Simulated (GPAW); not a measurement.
# GaN (P6_3mc) in GPAW: a series of runs, part 2 of 2

GPAW 26.7.0. Earlier steps stand in the parts before.

## (4) Dielectric tensor, PBE

run.py reads:

```python
import numpy as np
from ase import Atoms
from ase.dft.bandgap import bandgap
from ase.io import write
from gpaw import GPAW, PW
from gpaw.response.df import DielectricFunction

atoms = Atoms(['Ga', 'Ga', 'N', 'N'],
              cell=[[3.18, 0.0, 0.0],
                    [-1.59, 2.753960784, 0.0],
                    [0.0, 0.0, 5.166]],
              scaled_positions=[[0.6666666667, 0.3333333333, 0.5],
                                [0.3333333333, 0.6666666667, 0.0],
                                [0.6666666667, 0.3333333333, 0.875],
                                [0.3333333333, 0.6666666667, 0.375]],
              pbc=True)

calc = GPAW(mode=PW(600),
            xc='PBE',
            kpts={'size': (8, 8, 4), 'gamma': True},
            occupations={'name': 'fermi-dirac', 'width': 0.001},
            nbands=18,
            convergence={'density': 1e-06},
            maxiter=150,
            txt='gpaw.txt')
atoms.calc = calc
energy = atoms.get_potential_energy()
calc.write('gs.gpw')
write('result.traj', atoms)
print(f'Energy: {energy:.6f} eV')
print('Fermi level:', round(calc.get_fermi_level(), 4), 'eV')
print(f'Gap: {bandgap(calc)[0]:.4f} eV, direct: {bandgap(calc, direct=True)[0]:.4f} eV')

for size in [(13, 13, 7), (19, 19, 10)]:
    name = 'x'.join(str(n) for n in size)
    dense = calc.fixed_density(kpts={'size': size, 'gamma': True},
                               nbands=54, convergence={'bands': 48, 'eigenstates': 1e-7},
                               update_fermi_level=True, txt=f'dense-{name}.txt')
    dense.write(f'{name}.gpw', mode='all')
    df = DielectricFunction(f'{name}.gpw', frequencies=np.array([0.0]), hilbert=False, eta=0.001,
                            ecut=80, nbands=48, intraband=False, txt=f'df-{name}.txt')
    for xc in ['RPA', 'ALDA', 'LR0.1']:
        for direction in ['x', 'y', 'z', [0, 1, 1], [1, 0, 1], [1, 1, 0]]:
            e0, e = df.get_macroscopic_dielectric_constant(xc=xc, direction=direction)
            print(f'{name} {xc} {direction}: {e0:.4f} without, {e:.4f} with local fields')
```

Potentials or basis: GPAW PAW data sets (gpaw-data 1.2.1), pw.

Command:

```
$ OMP_NUM_THREADS=1 python run.py
```

gpaw.txt:

```text
__  _  _
 | _ |_)|_||  |
 |__||  | ||/\| - 26.7.0

Input parameters:
  mode=PW(ecut=600.0),
  convergence={'density': 1e-06},
  kpts=MonkhorstPack(size=(8, 8, 4), gamma=True),
  maxiter=150,
  nbands=18,
  occupations=Occupations(name='fermi-dirac', width=0.001),
  xc=XC(name='PBE')

Diagonalizing LCAO Hamiltonian
Converting LCAO to pw mode

           N

           Ga
        N

        Ga

Atoms  # Å, Bohr magnetons
|   | symbol |         x |        y |        z |    initial magnetic moments |
|---|--------|-----------|----------|----------|-----------------------------|
| 0 |     Ga |  1.590000 | 0.917987 | 2.583000 | ( 0.0000,  0.0000,  0.0000) |
| 1 |     Ga | -0.000000 | 1.835974 | 0.000000 | ( 0.0000,  0.0000,  0.0000) |
| 2 |      N |  1.590000 | 0.917987 | 4.520250 | ( 0.0000,  0.0000,  0.0000) |
| 3 |      N | -0.000000 | 1.835974 | 1.937250 | ( 0.0000,  0.0000,  0.0000) |

Unit cell  # Å
| periodic |         x |        y |        z |  lengths |     angles |
|----------|-----------|----------|----------|----------|------------|
|      yes |  3.180000 | 0.000000 | 0.000000 | 3.180000 |  90.000000 |
|      yes | -1.590000 | 2.753961 | 0.000000 | 3.180000 |  90.000000 |
|      yes |  0.000000 | 0.000000 | 5.166000 | 5.166000 | 120.000000 |

Number of symmetries: 6
Symmetry operations  # r_c * U_cc + t_c -> r_c
|   | kind |            matrix            |
|---|------|------------------------------|
| 0 |  σ   |  1, 1, 0,  0,-1, 0,  0, 0, 1 |
| 1 |  E   |  1, 0, 0,  0, 1, 0,  0, 0, 1 |
| 2 |  C3  |  0, 1, 0, -1,-1, 0,  0, 0, 1 |
| 3 |  σ   |  0,-1, 0, -1, 0, 0,  0, 0, 1 |
| 4 |  σ   | -1, 0, 0,  1, 1, 0,  0, 0, 1 |
| 5 |  C3  | -1,-1, 0,  1, 0, 0,  0, 0, 1 |

BZ-sampling:
  Number of BZ points: 256
  Number of IBZ points: 35

  Monkhorst-Pack size: [8, 8, 4]
  Monkhorst-Pack shift: [0.0625, 0.0625, 0.125]

K-points  # in reciprocal-cell coordinates
|     |                                coordinates |     weight |
|-----|--------------------------------------------|------------|
|   0 | (  0.00000000,   0.00000000,   0.00000000) | 0.00390625 |
|   1 | (  0.00000000,   0.00000000,   0.25000000) | 0.00781250 |
|   2 | (  0.00000000,   0.00000000,   0.50000000) | 0.00390625 |
|   3 | (  0.12500000,   0.00000000,  -0.25000000) | 0.02343750 |
|   4 | (  0.12500000,   0.00000000,   0.00000000) | 0.02343750 |
|   5 | (  0.12500000,   0.00000000,   0.25000000) | 0.02343750 |
|   6 | (  0.12500000,   0.00000000,   0.50000000) | 0.02343750 |
|   7 | (  0.25000000,  -0.12500000,   0.00000000) | 0.02343750 |
|   8 | (  0.25000000,  -0.12500000,   0.25000000) | 0.04687500 |
|   9 | (  0.25000000,  -0.12500000,   0.50000000) | 0.02343750 |
| ... |                                            |            |
|  34 | (  0.50000000,   0.50000000,   0.50000000) | 0.01171875 |

Plane wave coefficients: 1532
Cutoff: 600.0 eV

Spin-components: 1 (collinear spins)
Bands:           18
Projectors:      20
Spin-degeneracy: 2
Datatype:        complex128

Parallelization:
  kpt:    1
  domain: 1
  band:   1

Density:
  Valence electrons: 16.0
  Components: 1
  Grid points: [18 18 30]
  Charge: 0.0  # |e|

Potential:
  Grid points: [18 18 30]

species:
  Ga:
    name:    Gallium
    Z:       31.0
    valence: 3
    core:    28
    charge:  0.0  # [|e|]
    compensation charges:
      type: gauss
      rc: 0.37  # [Å]
      lmax: 2
    cutoffs:
      filter: 2.06  # [Å]
      core: 4.17  # [Å]
    projectors
    | kind |    occ | energy [eV] | rcut [Å] |
    |------|--------|-------------|----------|
    |   4s |  2.000 |      -8.945 |    1.164 |
    |   4p |  1.000 |      -2.580 |    1.164 |
    |    s |        |      18.266 |    1.164 |
    |    p |        |      24.631 |    1.164 |
    |    d |        |       0.000 |    1.164 |

    Using partial waves for Ga as LCAO basis

  N:
    name:    Nitrogen
    Z:       7.0
    valence: 5
    core:    2
    charge:  0.0  # [|e|]
    compensation charges:
      type: gauss
      rc: 0.18  # [Å]
      lmax: 2
    cutoffs:
      filter: 1.11  # [Å]
      core: 0.96  # [Å]
    projectors
    | kind |    occ | energy [eV] | rcut [Å] |
    |------|--------|-------------|----------|
    |   2s |  2.000 |     -18.583 |    0.603 |
    |   2p |  3.000 |      -7.089 |    0.529 |
    |    s |        |       8.629 |    0.603 |
    |    p |        |      20.123 |    0.529 |
    |    d |        |       0.000 |    0.577 |

    Using partial waves for N as LCAO basis

Reference energy: -108732.786066  # eV

eigensolver:
  PPCG
  Converge bands: occupied
  niter=2

density mixing:
  MSR1-Mixer
  Pratt-step length: 0.05
  Maximum mixing coefficient: 0.75
  Old densities: 10
  SVD Regularization: 0.005
  Good broyden scale: 1.0
  Trust region scale: 1.0
  Backstep threshold: 4.0
  History deletion threshold: 6.0
  Fourier metric: weight=20.0, sigma=0.015

occupation numbers:
  Fermi-Dirac:
    width: 0.0010  # eV

poisson solver:
  ecut: 4800.0  # eV

xc functional:
  name: PBE with 2 nearest neighbor stencil

convergence criteria:
- Maximum integral of absolute [dens]ity change: 1e-06 electrons / valence electron
- Maximum [total energy] change in last 3 cyles: 0.0005 eV / valence electron
- Maximum integral of absolute [eigenst]ate change: 4e-08 eV^2 / valence electron
maximum number of iterations: 150

SCF iterations
|iter     | |      energy | eigst |  dens |
|---------|-|-------------|-------|-------|
|iter:   1| |  -27.390353 | -0.30 |       |
|iter:   2| |  -26.434185 | -1.87 | -0.57 |
|iter:   3| |  -23.821169 | -0.54 | -0.62 |
|iter:   4| |  -23.818604 | -2.95 | -1.30 |
|iter:   5| |  -23.819740c| -3.48 | -1.57 |
|iter:   6| |  -23.819766c| -5.44 | -2.87 |
|iter:   7| |  -23.819787c| -6.21 | -3.20 |
|iter:   8| |  -23.819787c| -7.48c| -4.24 |
|iter:   9| |  -23.819787c| -7.66c| -4.45 |
|iter:  10| |  -23.819787c| -8.12c| -4.92 |
|iter:  11| |  -23.819787c| -9.20c| -5.70 |
|iter:  12| |  -23.819787c| -9.98c| -6.15c|

Converged in 12 steps
Energy contributions relative to reference atoms: (reference = -108732.786066)

Energy contributions:
  Kinetic:          69.477679
  Coulomb:         -60.269516
  Zero:              0.116935
  External:          0.000000
  Xc:              -33.144885
  Entropy:          -0.000000
  Spinorbit:         0.000000
  ----------------------------
  Free energy:     -23.819787
  Extrapolated:    -23.819787

dipole moment: (-0.000023, -0.000040, -11.585890)  # |e|*Ang

Fermi level: 6.600
Eigenvalues  # (at kpt = [0.000, 0.000, 0.000])
| band index |      eig [eV] | occ [0-2] |
|------------|---------------|-----------|
|          0 |        -9.453 |     2.000 |
|          1 |        -7.073 |     2.000 |
|          2 |        -0.531 |     2.000 |
|          3 |         5.509 |     2.000 |
|          4 |         5.510 |     2.000 |
|          5 |         6.506 |     2.000 |
[... 8 lines left out ...]
|         14 |        18.416 |     0.000 |
|         15 |        18.416 |     0.000 |
|        ... |               |           |
|         17 |        21.834 |     0.000 |

Gap: 2.050 eV
Transition (v -> c):
  (s=0, k=0, n=7, [0.00, 0.00, 0.00]) -> (s=0, k=0, n=8, [0.00, 0.00, 0.00])
No difference between direct/indirect transitions
# Writing to gs.gpw (mode='')
```

Run time: 33 min. Hardware: 1 thread of Intel Xeon at 2.50GHz (Skylake/Cascade Lake), shared host; peak memory 1.5 GiB.

Results:

| Item | Value |
| --- | --- |
| Free energy | -23.8198 eV |
| Band gap on the k mesh | 2.05 eV, direct |
| Electronic dielectric tensor (diagonal) | 5.36, 5.36, 5.46 |

Electronic dielectric tensor:
```
5.36 0.00 0.00
0.00 5.36 0.00
0.00 0.00 5.46
```

Caveat: the long-wavelength limit can be off by a per cent or two; an odd mesh through Γ misses points on the zone boundary, where band edges often lie.

## (5) Equation of state, LDA

run.py reads:

```python
from ase.eos import EquationOfState
from ase.io import Trajectory, read
from ase.units import GPa
from gpaw import GPAW, PW, setup_paths

setup_paths.insert(0, '.')

atoms = read('GaN.cif')

traj = Trajectory('eos.traj', 'w')
volumes, energies = [], []
for x in [0.94, 0.96, 0.98, 1.0, 1.02, 1.04, 1.06]:
    a = atoms.copy()
    a.set_cell(atoms.cell * x**(1 / 3), scale_atoms=True)
    calc = GPAW(mode=PW(800),
                xc='LDA',
                kpts={'size': (7, 7, 4), 'gamma': True},
                occupations={'name': 'fermi-dirac', 'width': 0.05},
                nbands=18,
                convergence={'density': 1e-05, 'energy': 1e-05},
                maxiter=150,
                txt=f'eos-{x:.2f}.txt')
    a.calc = calc
    energies.append(a.get_potential_energy(force_consistent=True))
    volumes.append(a.get_volume())
    p = -a.get_stress()[:3].mean() / GPa
    calc.write(f'eos-{x:.2f}.gpw')
    traj.write(a)
    print(f'{x:.2f} {volumes[-1]:10.4f} A^3 {energies[-1]:14.6f} eV {p:9.3f} GPa', flush=True)

v0, e0, B = EquationOfState(volumes, energies, eos='birchmurnaghan').fit()
print(f'V0 = {v0:.4f} A^3, E0 = {e0:.6f} eV, B0 = {B / GPa:.2f} GPa')
```

GaN.cif reads:

```cif
data_GaN
_cell_length_a 3.18000000
_cell_length_b 3.18000000
_cell_length_c 5.16600000
_cell_angle_alpha 90.00000000
_cell_angle_beta 90.00000000
_cell_angle_gamma 120.00000000
_space_group_name_H-M_alt 'P1'
_space_group_name_Hall 'P 1'
_space_group_IT_number 1
loop_
_space_group_symop_operation_xyz
'x,y,z'
loop_
_atom_site_label
_atom_site_type_symbol
_atom_site_symmetry_multiplicity
_atom_site_Wyckoff_symbol
_atom_site_fract_x
_atom_site_fract_y
_atom_site_fract_z
_atom_site_occupancy
Ga1 Ga 1 a 0.6666666667 0.3333333333 0.5000000000 1
Ga2 Ga 1 a 0.3333333333 0.6666666667 0.0000000000 1
N1 N 1 a 0.6666666667 0.3333333333 0.8750000000 1
N2 N 1 a 0.3333333333 0.6666666667 0.3750000000 1
```

Potentials or basis: PAW data sets generated in the run's folder for this functional, pw.

Command:

```
$ gpaw-setup -f LDA Ga N
$ OMP_NUM_THREADS=1 python run.py
```

It took 2.8 min on 1 thread of Intel Xeon Platinum 8259CL at 2.50GHz (Skylake/Cascade Lake), shared host; peak memory 0.3 GiB.

The run converged. Its results:

- Equilibrium volume: 11.51 Å³/atom
- Bulk modulus at fixed shape and positions: 214 GPa
- Pressure derivative of the bulk modulus: 4.7

Energy against volume, from the lowest point:
```
volume (Å³/atom)  energy (meV/atom)
          10.632              52.40
          10.858              27.82
          11.084              11.47
          11.310               2.47
          11.537               0.00
          11.763               3.43
          11.989              12.10
```

Caveat: the data sets keep Ga 3d, Li 1s and Be 1s frozen, and some such compounds lay over 1.5 % in volume off other programs; the cell was scaled at fixed shape and fractional positions, which overstates the stiffness of a crystal with free parameters, most of all of layers and chains.

## (6) The runs side by side

| task | level | potentials or basis | spin | k mesh | cutoff (eV) | smearing | band path | band points | spin axis theta (degrees) | spin axis phi (degrees) | response ecut | gap on the mesh (eV) | pressure (GPa) |
| --- | --- | --- | --- | --- | --- | --- | --- | --- | --- | --- | --- | --- | --- |
| band structure | WC | PAW data sets generated in the run's folder for this functional, pw | SOC, no magnetisation | 7 × 7 × 4 | 800 | fermi-dirac 0.05 eV | GMKGALHA,LM,KH | 100 | 0 | 0 | - | 2.01 | 9.1 |
| band structure | SCAN | GPAW PAW data sets (gpaw-data 1.2.1), pw | SOC, no magnetisation | 7 × 7 × 4 | 800 | fermi-dirac 0.05 eV | GMKGALHA,LM,KH | 100 | 54.7 | 45 | - | 2.46 | 7.4 |
| dielectric tensor | PBE | GPAW PAW data sets (gpaw-data 1.2.1), pw | off | 8 × 8 × 4 | 600 | fermi-dirac 0.001 eV | - | - | - | - | 80 eV | 2.05 | - |
| equation of state | LDA | PAW data sets generated in the run's folder for this functional, pw | off | 7 × 7 × 4 | 800 | fermi-dirac 0.05 eV | - | - | - | - | - | - | - |

Alike in all rows: cell as given.

Caveats: the data sets keep Ga 3d, Li 1s and Be 1s frozen, and some such compounds lay over 1.5 % in volume off other programs (some runs); spin-orbit coupling was added after a scalar SCF, so levels and gaps hold it while energy, forces, pressure and moments don't (some runs); this program's spin-orbit splittings come out too wide for heavy elements (some runs); the PAW data sets were made with another functional, which shifts forces and pressure a little (some runs); the long-wavelength limit can be off by a per cent or two (some runs); an odd mesh through Γ misses points on the zone boundary, where band edges often lie (some runs).

Absolute energies hang on the potentials; compare differences alone.

## (7) Against experiment

Step 2. A measured gap of GaN is 3.503 eV (direct; quoted in “Studying electronic properties in GaN without electrical contacts using γ-γ vs e−-γ Perturbed Angular Correlations”, 2019, pmc:6823545); the calculated 2.01 eV misses it by -1.49 eV. The value is that of WC, without temperature or zero-point motion. Semilocal functionals fall short of measured gaps as a rule.

Step 3. Against the measured gap of GaN, 3.503 eV (direct; quoted in “Studying electronic properties in GaN without electrical contacts using γ-γ vs e−-γ Perturbed Angular Correlations”, 2019, pmc:6823545), the calculated 2.46 eV is off by -1.04 eV. The value is that of SCAN, without temperature or zero-point motion.

Step 4. Against the measured gap of GaN, 3.503 eV (direct; quoted in “Studying electronic properties in GaN without electrical contacts using γ-γ vs e−-γ Perturbed Angular Correlations”, 2019, pmc:6823545), the calculated 2.05 eV is off by -1.45 eV. Spin-orbit coupling on Ga is left out. The value is that of PBE on a finite k mesh, which can miss the band edges, without temperature or zero-point motion. Semilocal functionals fall short of measured gaps as a rule.
